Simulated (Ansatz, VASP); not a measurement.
# Sn32HO64 (interstitial H+ in rutile SnO2) in two plane-wave programs

Wanted: the spread between two codes on one cell, functional and k mesh. The cell is taken from a series of runs on this material, whose earlier steps may have relaxed, scaled, displaced or heated it; both programs get it as it stands.

Main program and level: Ansatz 0.2.0; plane waves, with VASP 6.6.1 beside it; single point at r2SCAN.

## Step 1: The structure

The cell holds 97 atoms: 32 Sn, 64 O and 1 H. Its edges and angles: a = 11.472 Å, b = 11.472 Å, c = 13.463 Å, α = 54.1°, β = 54.1°, γ = 71.9°. It derives from SnO2 (SnO2 (P4_2/mnm)). Nearest the centre at fractional (0.278, 0.472, 0.699): H97 at 0.41 Å, O44 at 0.76 Å, O42 at 2.33 Å, O89 at 2.33 Å, O63 at 2.34 Å, Sn29 at 2.39 Å, Sn6 at 2.39 Å, Sn15 at 2.44 Å. The cell carries charge +1.

## Step 2: Ansatz: single point, r2SCAN

Ansatz runs on its default PAW (the set named soft_2) files.

With cell and atoms fixed, the geometry can't cause a difference; cores, projectors, grids and the points listed under the comparison can.

input.yaml reads:

```yaml
crystal:
  lattice:
    - [0.0, 9.51989758, 6.4015707]
    - [9.51989758, 0.0, 6.4015707]
    - [9.51989758, 9.51989758, 0.0]
  atoms:
    - { symbol: Sn, position: [-0.00154484, -0.00126138, 0.001297901] }
    - { symbol: Sn, position: [0.251505914, 0.248675227, 0.250590467] }
    - { symbol: Sn, position: [0.124907802, 0.124484725, 0.124915723] }
    - { symbol: Sn, position: [0.375283956, 0.374654804, 0.374543698] }
[... 1 atom line left out ...]
    - { symbol: O, position: [0.250926655, 0.248529901, 0.404132357] }
[... 1 atom line left out ...]
    - { symbol: O, position: [0.279489631, 0.470473718, 0.125416076] }
    - { symbol: O, position: [-0.001122419, 0.0016269, 0.346651387] }
    - { symbol: O, position: [0.248972966, 0.249715553, 0.097871417] }
[... 1 atom line left out ...]
    - { symbol: O, position: [0.472833749, 0.27712045, 0.124104751] }
    - { symbol: Sn, position: [-0.001727932, 0.003926903, 0.498776286] }
    - { symbol: Sn, position: [0.251692928, 0.238570978, 0.754908217] }
    - { symbol: Sn, position: [0.12484575, 0.124782298, 0.625572765] }
[... 7 atom lines left out ...]
    - { symbol: O, position: [0.220696389, 0.022020874, 0.877300444] }
    - { symbol: O, position: [0.470266685, 0.279689757, 0.623264233] }
[... 1 atom line left out ...]
    - { symbol: Sn, position: [0.249974915, 0.749639335, 0.248746764] }
[... 2 atom lines left out ...]
    - { symbol: O, position: [0.003910813, 0.498074567, 0.150489323] }
[... 1 atom line left out ...]
    - { symbol: O, position: [0.028069154, 0.721897596, 0.376415134] }
[... 1 atom line left out ...]
    - { symbol: O, position: [0.000852651, 0.499997041, 0.345602991] }
[... 4 atom lines left out ...]
    - { symbol: Sn, position: [0.249962472, 0.750142321, 0.748836703] }
[... 3 atom lines left out ...]
    - { symbol: O, position: [0.251944887, 0.746136979, 0.902439093] }
    - { symbol: O, position: [0.028680215, 0.721282329, 0.874898724] }
    - { symbol: O, position: [0.278000188, 0.972172767, 0.625582756] }
[... 1 atom line left out ...]
    - { symbol: O, position: [0.246520524, 0.75013558, 0.596853838] }
    - { symbol: O, position: [0.224374551, 0.525531593, 0.86448159] }
    - { symbol: O, position: [0.471523733, 0.777397913, 0.623417538] }
    - { symbol: Sn, position: [0.500591867, -0.001452717, -3.41e-05] }
    - { symbol: Sn, position: [0.750194702, 0.249782033, 0.249411424] }
[... 4 atom lines left out ...]
    - { symbol: O, position: [0.527927214, 0.222027155, 0.375700369] }
[... 1 atom line left out ...]
    - { symbol: O, position: [0.49959219, -0.000219356, 0.34674366] }
[... 1 atom line left out ...]
    - { symbol: O, position: [0.721803641, 0.028148151, 0.374468851] }
[... 1 atom line left out ...]
    - { symbol: Sn, position: [0.500160476, -0.000234238, 0.499438366] }
    - { symbol: Sn, position: [0.751413579, 0.249358593, 0.749147863] }
    - { symbol: Sn, position: [0.624944873, 0.125027159, 0.624562447] }
    - { symbol: Sn, position: [0.875787462, 0.374488727, 0.874486377] }
[... 7 atom lines left out ...]
    - { symbol: O, position: [0.972825408, 0.278178208, 0.623665855] }
[... 2 atom lines left out ...]
    - { symbol: Sn, position: [0.625146819, 0.625102458, 0.125267481] }
[... 1 atom line left out ...]
    - { symbol: O, position: [0.501437248, 0.499087934, 0.153598279] }
    - { symbol: O, position: [0.750988451, 0.749434436, 0.402580508] }
[... 3 atom lines left out ...]
    - { symbol: O, position: [0.749623724, 0.750479568, 0.096845156] }
    - { symbol: O, position: [0.72798177, 0.529271733, 0.370101668] }
[... 1 atom line left out ...]
    - { symbol: Sn, position: [0.51143662, 0.498265605, 0.495211402] }
[... 1 atom line left out ...]
    - { symbol: Sn, position: [0.625472561, 0.62506493, 0.624346706] }
[... 1 atom line left out ...]
    - { symbol: O, position: [0.50078425, 0.497062955, 0.653526296] }
[... 3 atom lines left out ...]
    - { symbol: O, position: [0.500209901, 0.50093012, 0.8466507] }
[... 2 atom lines left out ...]
    - { symbol: O, position: [0.966280547, 0.783673195, 0.623067086] }
    - { symbol: H, position: [0.265869464, 0.484190077, 0.72670788] }
total_charge: 1
basis:
  ecutwfc: 500
  xc_grid: 2
hamiltonian:
  xc: r2scan
kpoints:
  mp_grid: { grid: [1, 1, 1], shift: [0.25, 0.25, 0.25] }
scf:
  occupations: { method: fermi_dirac, width: 0.01 }
  max_iter: 120
output:
  forces: true
checkpoint:
  read: "../relax.run"
```

Launch:

```bash
> ansatz run input.yaml --threads 4 --pin off --max-ram 7536MiB --backend cpu --events-out ev --progress --plain --runs-dir out
```

Numbers of over 12 decimals in the logs are rounded to 6 here.

What it wrote:

```text
Warning: checkpoint.read: the run can stay near the saved state's solution: 5 site(s) moved relative to the saved geometry (max |Δs| = 1.069e-2 fractional); the SCF starts from the saved state under `checkpoint.density_extrapolation: transplant`, in force with no word given; its orbitals are not used off its sites. A run without `checkpoint.read` takes nothing of the state. A lower free energy from it at the same positions (and U, V and field ramp, if any) shows a solution that this start missed, and an equal or higher one rules none out (checkpoint.read, Limitations, in the input reference)
Engine: ansatz 0.2.0, aarch64-unknown-linux-gnu
Pseudopotentials: kind: paw
Pseudopotential: Sn, paw, valence charge 14, recommended cutoff 500 eV (meta_gga), Sn.paw.azcp
Pseudopotential: O, paw, valence charge 6, recommended cutoff 500 eV (meta_gga), O.paw.azcp
Pseudopotential: H, paw, valence charge 1, recommended cutoff 500 eV (meta_gga), H.paw.azcp
Functional definition: r2SCAN
  parameter k0 = 0.174
  parameter k1 = 0.065
  parameter a1 = 4.9479
  exchange = r2scan_x(k0 = k0, k1 = k1, a1 = a1)
  correlation = r2scan_c
Crystal: 97 atoms, lattice volume = 1160.329 Å³
Basis set: ecut = 500 eV, 29483 PW (Γ), exchange–correlation on 180×180×200 points (8 copies of the dense FFT grid, shifted against one another)
Bands: 513, of which v1, the nominal top of the filled ones, is band 416 counted from 1 (415 counted from 0)
Symmetry: 1 space group operations
Space group: P1 (ITA 1), of the structure as read, at distance tolerance 1.1e-4 Å
k-points: 1
Non-local potential: Sn, projectors of the file, l = 0: 2, l = 1: 2, l = 2: 2, l = 3: 2
Non-local potential: O, projectors of the file, l = 0: 2, l = 1: 2, l = 2: 1
Non-local potential: H, projectors of the file, l = 0: 2, l = 1: 1
PAW form: soft (Blöchl's): semilocal exchange-correlation on the pseudo side does not see the compensation charge
PAW frozen core: Sn, regenerated for the run's functional (the file was generated under x = pbe(κ = 0.804, μ = 0.219515), c = pbe(β = 0.066725))
PAW frozen core: O, regenerated for the run's functional (the file was generated under x = pbe(κ = 0.804, μ = 0.219515), c = pbe(β = 0.066725))
PAW one-centre angular grid: Sn, 590 points (default); XC on 249 of its mesh's 2787 points in the sphere
PAW one-centre angular grid: O, 302 points (default); XC on 160 Gauss nodes
PAW one-centre angular grid: H, 302 points (default); XC on 160 Gauss nodes
Initial density: read from a saved state, or passed on in memory by an earlier SCF of this step, an earlier step, the calling program or the single point that the run made first, carried with its atoms to this geometry
Initial wavefunctions: pseudopotential atomic-orbital guess
Functional: x = r2scan, c = r2scan; τ floored in thin density (d = 2e-4 eV/Å³)
iter 1 solved again at ethr=1.01e-5 eV; its pass at ethr=3.10e-3 eV (dr2=8.42e-2 eV) is discarded
SCF iter   1: F=—  HF=-229664.909924 eV  |F-HF|=—  |Δ(HF+E_count)|=         —  Δρ=3.40e-3  dr2=8.25e-2  dr2_τ=3.19e-2  ethr=1.01e-5  ⟨swp⟩=7.0  Hψ=3043  notcnv=0
preconditioner: auto → Resta (q_TF=auto, 2.581 Å⁻¹)  ε∞=3.3  [insulator: Δε(μ)=2.284 eV  Ē_g=20.785 eV  σ=0.010 eV  W_gap=1.00  n_scr=352 (ndim 8)  ℏωp=31.4 eV  f_vac=0.030  D(μ)=0.00/eV (n_scr^D=0)  ε∞_Penn≈3.3]
SCF iter   2: F=—  HF=-229664.909363 eV  |F-HF|=—  |Δ(HF+E_count)|=   5.61e-4  Δρ=1.43e-3  dr2=1.01e-2  dr2_τ=2.67e-3  ethr=9.92e-6  ⟨swp⟩=8.0  Hψ=1124  notcnv=0  defer=1
SCF iter   3: F=—  HF=-229664.909951 eV  |F-HF|=—  |Δ(HF+E_count)|=   5.88e-4  Δρ=7.02e-4  dr2=2.44e-3  dr2_τ=2.31e-4  ethr=1.22e-6  ⟨swp⟩=2.0  Hψ=1026  notcnv=0
SCF iter   4: F=—  HF=-229664.910431 eV  |F-HF|=—  |Δ(HF+E_count)|=   4.79e-4  Δρ=9.92e-5  dr2=8.65e-5  dr2_τ=1.18e-5  ethr=2.94e-7  ⟨swp⟩=2.0  Hψ=1003  notcnv=0
SCF iter   5: F=—  HF=-229664.912295 eV  |F-HF|=—  |Δ(HF+E_count)|=   1.86e-3  Δρ=5.02e-5  dr2=2.47e-5  dr2_τ=3.79e-6  ethr=1.04e-8  ⟨swp⟩=2.0  Hψ=929  notcnv=0
SCF iter   6: F=—  HF=-229664.912295 eV  |F-HF|=—  |Δ(HF+E_count)|=   4.21e-7  Δρ=1.29e-5  dr2=1.66e-6  dr2_τ=1.24e-7  ethr=2.97e-9  ⟨swp⟩=2.0  Hψ=769  notcnv=0
SCF iter   7: F=—  HF=-229664.912295 eV  |F-HF|=—  |Δ(HF+E_count)|=   5.37e-7  Δρ=5.60e-6  dr2=2.87e-7  dr2_τ=4.20e-8  ethr=1.99e-10  ⟨swp⟩=2.0  Hψ=929  notcnv=0
SCF iter   8: F=-229664.912295 eV  HF=-229664.912295 eV  |F-HF|=1.40e-9  |Δ(HF+E_count)|=   6.72e-9  Δρ=1.13e-6  dr2=1.11e-8  dr2_τ=1.89e-9  ethr=1.20e-11  ⟨swp⟩=4.0  Hψ=1540  notcnv=0
SCF 1 converged in 8 iterations: F = -229664.912295 eV  dr2 = 1.11e-8
  greatest PAW one-centre occupation: 0.996 electrons in one spin orbital (limit 2), on the Sn atom at site 12 (counted from 0), in its partial waves of l = 2
SCF converged after 8 iterations
Free energy (F): -229664.912295 eV
Harris-Foulkes:  -229664.912295 eV  (|F-HF|=1.40e-9)
Internal energy: -229664.912295 eV  (E = F + TS)
E sigma→0 (E₀):  -229664.912295 eV
Fermi energy:    9.976297 eV
--- Per-component energies (eV) ---
  E_band       = -2628.025764
  E_kinetic    = 17372.080210
  E_local      = -46126.785439  (includes V_loc(G=0)·N_el)
  E_nonlocal   = 2104.679819
  E_hartree    = 24017.892783
  E_xc         = -16571.756193
  E_vxc        = -9961.172918  (∫ρ·V_xc dr)
  E_paw        = -143781.320222  (= ΣΔE_a)
  E_vpaw       = -14681.219941  (= ΣTr[D̂ρ^β])
  E_aug_tail   = 0.062676  (compensation charges beyond the density's cutoff)
  E_vtau       = 628.544766  (kinetic-family band-sum trace: ∫τ·v_τ [+ j·A + Jᵃ·Aᵃ] dr)
  E_ewald      = -66701.251946
  E_core_change = 21.486017  (= ΣΔE_core)
  E_smearing   = -0.000000  (= −TS)
  E_closure    = -0.000000  (closes the sum)
  E_deformation_potential = 17.643970  (in the stress; not in F)
  Σ components = -229664.912295   (vs F -229664.912295, Δ=0.00e0)
--- Forces (eV/Å), atoms counted from 1 ---
  atom   1  Sn     0.01081999    -0.01115060     0.01383210
  atom   2  Sn     0.01165444     0.02621055    -0.00713445
  atom   3  Sn    -0.01603534     0.00895269    -0.02730408
  atom   4  Sn     0.03349448     0.02201386    -0.00052110
  atom   5  O      0.00370372     0.00315109     0.00354899
  atom   6  O     -0.01174114    -0.01093274    -0.00045414
  atom   7  O     -0.00092794    -0.00515650     0.00692985
  atom   8  O     -0.00501160    -0.01475875    -0.00008255
  atom   9  O      0.00095370    -0.00254014     0.00636237
  atom  10  O      0.00551980    -0.02144128     0.02364393
  atom  11  O      0.00364102    -0.00555447     0.00417216
  atom  12  O      0.00142951    -0.00817626     0.00016217
  atom  13  Sn    -0.00356501     0.00321400    -0.00700432
  atom  14  Sn     0.10730311    -0.10651274     0.18378709
  atom  15  Sn     0.01718858     0.00542412     0.02270222
  atom  16  Sn    -0.12371009     0.24844174     0.00088317
  atom  17  O     -0.00046986     0.00442212    -0.00518462
  atom  18  O      0.05908395     0.05384011    -0.00019749
  atom  19  O      0.00241390     0.00595074    -0.03133916
  atom  20  O      2.64603580     2.17880412    -0.00082274
  atom  21  O     -0.00891832    -0.00005763    -0.01021691
  atom  22  O     -0.04173205    -0.02112288    -0.02453360
  atom  23  O     -0.00763909     0.01150145    -0.01127712
  atom  24  O     -0.05085797     0.05947550     0.00034449
[...]
atom  90  O     -0.00041438     0.00453682     0.00429307
  atom  91  O     -0.00090297    -0.00488874    -0.00647197
  atom  92  O     -0.00119169     0.00077533    -0.00032878
  atom  93  O      0.00556932    -0.02115200    -0.02427604
  atom  94  O      0.00152753    -0.00197710    -0.00548299
  atom  95  O      0.00379927    -0.00591483    -0.00368355
  atom  96  O      0.00758639    -0.00270512    -0.00021751
  atom  97  H     -2.53408371    -2.29295814     0.00111747
  max |Σ_I F_I| component: 1.22e-2 eV/Å
```

The column dr2 measures how far the density is from self-consistency, as an energy; F and HF (Harris–Foulkes) agree once it is small.

## Step 3: VASP: single point, r2SCAN

The same cell, functional, mesh and smearing now go to VASP, with its own data sets.

Lines of VASP's logs that name or quote its potential files are left out, and so is its time.

INCAR reads:

```
SYSTEM = Sn32HO64
PREC = Accurate
ENCUT = 580
EDIFF = 1E-06
NELM = 120
ISMEAR = -1
SIGMA = 0.01
LREAL = Auto
ALGO = Normal
METAGGA = R2SCAN
LASPH = .TRUE.
NELECT = 832
NBANDS = 488
LORBIT = 11
LWAVE = .FALSE.
LCHARG = .FALSE.
ISIF = 2
ISYM = 0
GGA_COMPAT = .FALSE.
EFERMI = MIDGAP
LMIXTAU = .TRUE.
NCORE = 2
```

POSCAR reads:

```
Sn32HO64
1.0
    0.0000000000      9.5198975763      6.4015707011
    9.5198975763      0.0000000000      6.4015707011
    9.5198975763      9.5198975763      0.0000000000
Sn O H
32 64 1
Direct
    0.9984551601      0.9987386198      0.0012979006
    0.2515059142      0.2486752266      0.2505904673
    0.1249078016      0.1244847247      0.1249157234
    0.3752839560      0.3746548040      0.3745436980
[... 1 atom line left out ...]
    0.2516929275      0.2385709779      0.7549082172
[... 1 atom line left out ...]
    0.3784110848      0.3715344211      0.8787096100
    0.9997919761      0.4999929528      0.9990051729
    0.2499749147      0.7496393349      0.2487467640
[... 1 atom line left out ...]
    0.3754740040      0.8741769727      0.3747935008
    0.0003059116      0.4999859736      0.4984069183
    0.2499624716      0.7501423211      0.7488367025
    0.1138062948      0.6361620997      0.6212785786
[... 7 atom lines left out ...]
    0.6249448728      0.1250271587      0.6245624466
    0.8757874617      0.3744887268      0.8744863770
[... 1 atom line left out ...]
    0.7512337295      0.7515221859      0.2485235338
[... 2 atom lines left out ...]
    0.5114366203      0.4982656052      0.4952114025
[... 1 atom line left out ...]
    0.6254725613      0.6250649299      0.6243467063
[... 1 atom line left out ...]
    0.0006078095      0.9990188746      0.1529706301
[... 4 atom lines left out ...]
    0.2489729662      0.2497155527      0.0978714169
[... 3 atom lines left out ...]
    0.2529911324      0.2492115737      0.9013204245
    0.0302683024      0.2211826029      0.8753848396
    0.2748388798      0.4752592473      0.6425955754
[... 1 atom line left out ...]
    0.2485743351      0.2540489080      0.5976916923
    0.2206963885      0.0220208742      0.8773004436
    0.4702666850      0.2796897571      0.6232642329
    0.0039108130      0.4980745672      0.1504893228
    0.2514132275      0.7465425441      0.4033528755
[... 4 atom lines left out ...]
    0.2223137911      0.5276226232      0.3744344352
[... 1 atom line left out ...]
    0.0034050688      0.4986383325      0.6513064866
[... 1 atom line left out ...]
    0.0286802152      0.7212823293      0.8748987237
[... 1 atom line left out ...]
    0.9998513135      0.5033497391      0.8435855860
    0.2465205242      0.7501355800      0.5968538376
    0.2243745505      0.5255315931      0.8644815895
    0.4715237332      0.7773979132      0.6234175381
[... 7 atom lines left out ...]
    0.9725619240      0.2784225050      0.1223713500
[... 2 atom lines left out ...]
    0.5295821504      0.2203869591      0.8760659991
[... 1 atom line left out ...]
    0.4976709386      0.0014781138      0.8465586175
    0.7484352631      0.2522404993      0.5957989220
[... 3 atom lines left out ...]
    0.7509884510      0.7494344362      0.4025805077
    0.5287934271      0.7197001078      0.3768677146
[... 1 atom line left out ...]
    0.4958150792      0.5012764461      0.3504857723
[... 1 atom line left out ...]
    0.7279817701      0.5292717333      0.3701016680
[... 1 atom line left out ...]
    0.5007842497      0.4970629550      0.6535262957
[... 3 atom lines left out ...]
    0.5002099010      0.5009301199      0.8466506996
[... 2 atom lines left out ...]
    0.9662805473      0.7836731951      0.6230670858
    0.2658694639      0.4841900772      0.7267078802
```

KPOINTS reads:

```
Points of the shifted mesh
1
Reciprocal
 0.2500000000  0.2500000000  0.2500000000 1
```

Potentials, in the order of the species: Sn_d, O and H (PBE family, release 64).

Launch:

```bash
> mpirun -np 8 vasp_std
```

What it wrote:

```text
[banner, memory and clock lines left out]
running    8 mpi-ranks, on    1 nodes
[...]
|                                                                             |
|               ----> ADVICE to this user running VASP <----                  |
|                                                                             |
|     You enforced a specific xc type in the INCAR file but a different       |
|     [... a line on the potential file left out ...]
|     I HOPE YOU KNOW WHAT YOU ARE DOING!                                     |
|                                                                             |

 LDA part: xc-table for (None), standard interpolation
 POSCAR, INCAR and KPOINTS ok, starting setup
[...]
entering main loop
       N       E                     dE             d eps       ncg     rms          rms(c)
DAV:   1     0.195536677635E+05    0.19554E+05   -0.32940E+05   976   0.297E+03
DAV:   2     0.360998424333E+04   -0.15944E+05   -0.15300E+05   976   0.940E+02
DAV:   3    -0.972559868085E+03   -0.45825E+04   -0.43295E+04  1000   0.379E+02
DAV:   4    -0.162718927550E+04   -0.65463E+03   -0.63904E+03  1128   0.148E+02
DAV:   5    -0.166232808378E+04   -0.35139E+02   -0.34620E+02  1168   0.336E+01BRMIX: very serious problems
 the old and the new charge density differ
 old charge density:   833.00000 new  832.00001
    0.622E+01
DAV:   6    -0.147267036452E+04    0.18966E+03   -0.25107E+02  1408   0.682E+01    0.278E+01
DAV:   7    -0.136818152549E+04    0.10449E+03   -0.54383E+01  1376   0.221E+01    0.135E+01
DAV:   8    -0.144754022321E+04   -0.79359E+02   -0.20377E+01  1320   0.154E+01    0.677E+00
DAV:   9    -0.135421566549E+04    0.93325E+02   -0.12655E+01  1248   0.843E+00    0.285E+00
[...]
DAV:  22    -0.136452977438E+04    0.24135E-04   -0.21420E-05   880   0.111E-02    0.713E-03
DAV:  23    -0.136452980202E+04   -0.27641E-04   -0.95467E-06   872   0.919E-03    0.374E-03
DAV:  24    -0.136452980142E+04    0.60041E-06   -0.32871E-06   808   0.553E-03
   1 F= -.13645298E+04 E0= -.13645298E+04  d E =0.000000E+00
```

From OUTCAR (step 3):

```text
  FREE ENERGIE OF THE ION-ELECTRON SYSTEM (eV)
  ---------------------------------------------------
  free  energy   TOTEN  =     -1364.5298014237 eV

  energy  without entropy=    -1364.5298014237  energy(sigma->0) =    -1364.52980142
```

The cell is charged against a uniform background.

The run ends at a pressure of -0.60 GPa, with forces up to 3.3 eV/Å.

## Step 4: Differences

Known differences besides the potentials themselves: VASP keeps PBE cores, Ansatz makes them for the functional; the cutoff is 500 eV in Ansatz and 580 eV in VASP (PREC = Accurate, projectors in real space). Total energies have different zeros and are not compared.

The two programs side by side:

| quantity | Ansatz | VASP | difference |
| --- | --- | --- | --- |
| gap on the k mesh (eV) | 2.283 | 2.306 | -0.023 |

Forces on 8 of the 97 atoms, those with the largest forces and the largest differences (eV/Å; atoms numbered as in POSCAR):

| atom | Ansatz x, y, z | VASP x, y, z |
| --- | --- | --- |
| Sn6 | 0.107, -0.107, 0.184 | 0.106, -0.123, 0.213 |
| Sn8 | -0.124, 0.248, 0.001 | -0.129, 0.248, 0.001 |
| Sn15 | -0.166, 0.199, 0.000 | -0.176, 0.207, -0.002 |
| Sn29 | 0.108, -0.106, -0.184 | 0.116, -0.124, -0.205 |
| O44 | 2.646, 2.179, -0.001 | 2.581, 2.125, -0.001 |
| O47 | -0.008, 0.012, -0.011 | -0.038, 0.039, -0.030 |
| O63 | -0.306, -0.097, 0.000 | -0.344, -0.093, 0.002 |
| H97 | -2.534, -2.293, 0.001 | -2.433, -2.214, 0.001 |

The forces differ by 17 meV/Å r.m.s., which is 6.2 % of the r.m.s. force of 0.279 eV/Å (both taken over all components). A gap on the mesh is an upper bound, since the band edges may lie between its points. The cell carries a charge of +1 e against a uniform background, so its pressure also hangs on how the neutralising background is counted, and in a defect's cell a gap may be the spacing between its levels.

## Step 5: Results

```yaml
r_m_s_force_difference_single_point_r2scan: 6.2 % of the r.m.s. force
```

The r.m.s. force difference is 6.2 % of the r.m.s. force (single point, r2SCAN), beyond the 3 % picked in this series as the mark of a large difference. What causes the difference of the single point, r2SCAN pair stays open here. How closely two codes agree says nothing of how well the functional describes the real material.

[Lines on the potential files, build, host, timing and source positions are cut from VASP's logs without a mark.]

[Logs are printed without paths, hosts, clocks, repeated set-up lines and the standing remarks that a program may print on its own settings, such as how far it seeks lower states.]

[Hosts, paths, dates, database ids (printed as entryN), source tags and the programs' standing remarks are cut or masked in the printed files.]
